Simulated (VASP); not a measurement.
Computed with PBEsol GGA, VASP's PBE PAW potentials (set 64) (plane waves; VASP).

Input for VASP

**KPOINTS**
```
k-points along high-symmetry lines
15
Line-mode
Reciprocal
  0.000000   0.000000   0.000000 ! GAMMA
  0.000000   0.500000   0.000000 ! X

  0.000000   0.500000   0.000000 ! X
  0.500000   0.500000   0.000000 ! M

  0.500000   0.500000   0.000000 ! M
  0.000000   0.000000   0.000000 ! GAMMA

  0.000000   0.000000   0.000000 ! GAMMA
  0.500000   0.500000   0.500000 ! R

  0.500000   0.500000   0.500000 ! R
  0.000000   0.500000   0.000000 ! X

  0.500000   0.500000   0.500000 ! R
  0.500000   0.500000   0.000000 ! M
```

POSCAR:
```
CsI
1
    4.5146084573     0.0000000000    -0.0000000000
   -0.0000000000     4.5146084573     0.0000000000
    0.0000000000     0.0000000000     4.5146084573
Cs I
1 1
Direct
  0.0000000000   0.0000000000   0.0000000000
  0.5000000000   0.5000000000   0.5000000000
```

**INCAR**
```
SYSTEM = CsI
PREC = Accurate; ENCUT = 400; LREAL = .FALSE.
LASPH = .TRUE.; ICHARG = 11
EDIFF = 1E-7; NELM = 100; ALGO = Normal
LMAXMIX = 4
ISMEAR = 0; SIGMA = 0.05
GGA = PS
LWAVE = .FALSE.; LCHARG = .FALSE.; LORBIT = 11
```

POTCAR, in this order: Cs_sv I (PBE.64 set). Program: vasp_std. Read from the step before: CHGCAR.

Output of the run:

OSZICAR:
```
       N       E                     dE             d eps       ncg     rms          rms(c)
DAV:   1     0.813021816376E+02    0.81302E+02   -0.54708E+03  2160   0.902E+02
DAV:   2     0.802572281467E+00   -0.80500E+02   -0.74962E+02  3124   0.154E+02
DAV:   3    -0.566299217081E+01   -0.64656E+01   -0.64381E+01  2688   0.503E+01
DAV:   4    -0.575186833161E+01   -0.88876E-01   -0.88848E-01  2684   0.727E+00
DAV:   5    -0.575294139057E+01   -0.10731E-02   -0.10730E-02  2656   0.772E-01
DAV:   6    -0.575297301492E+01   -0.31624E-04   -0.31624E-04  2904   0.115E-01
DAV:   7    -0.575297367577E+01   -0.66085E-06   -0.66085E-06  2504   0.147E-02
DAV:   8    -0.575297370139E+01   -0.25626E-07   -0.25609E-07  2308   0.254E-03
   1 F= -.57529737E+01 E0= -.57529737E+01  d E =-.608683E-18
```

OUTCAR:
```
 val. band max:        0.9063240702   @ k =   0.5000   0.5000   0.0000

 cond. band min:       4.7208064724   @ k =   0.0000   0.0000   0.0000



 k-point     1 :       0.0000    0.0000    0.0000
  band No.  band energies     occupation
      1     -19.4124      2.00000
      2      -9.8431      2.00000
      3      -6.0918      2.00000
      4      -6.0918      2.00000
      5      -6.0918      2.00000
      6       0.8221      2.00000
      7       0.8221      2.00000
      8       0.8221      2.00000
      9       4.7208      0.00000
     10       4.9265      0.00000
     11       4.9265      0.00000
     12       8.7219      0.00000

 k-point     2 :       0.0000    0.0357    0.0000
  band No.  band energies     occupation
      1     -19.4120      2.00000
      2      -9.8433      2.00000
      3      -6.0942      2.00000
      4      -6.0909      2.00000
      5      -6.0909      2.00000
      6       0.7921      2.00000
      7       0.8199      2.00000
      8       0.8199      2.00000
      9       4.7555      0.00000
     10       4.9345      0.00000
     11       4.9574      0.00000
     12       8.7171      0.00000

 k-point     3 :       0.0000    0.0714    0.0000
  band No.  band energies     occupation
      1     -19.4109      2.00000
      2      -9.8438      2.00000
      3      -6.1010      2.00000
      4      -6.0881      2.00000
      5      -6.0881      2.00000
      6       0.7065      2.00000
      7       0.8133      2.00000
      8       0.8133      2.00000
      9       4.8518      0.00000
     10       4.9586      0.00000
     11       5.0527      0.00000
     12       8.6984      0.00000

 k-point     4 :       0.0000    0.1071    0.0000
  band No.  band energies     occupation
      1     -19.4092      2.00000
      2      -9.8447      2.00000
      3      -6.1117      2.00000
      4      -6.0837      2.00000
      5      -6.0837      2.00000
      6       0.5771      2.00000
      7       0.8026      2.00000
...
```

The density is held fixed in this step, so its total energy and stress have no physical meaning. Unless said otherwise, spin-orbit coupling is left out, though it shifts the bands of the heavy elements here.

The structure was generated: CsI was put into the CsCl type type (Pm-3m), which need not be its known phase. It was relaxed first, which changed the volume by -25 %.
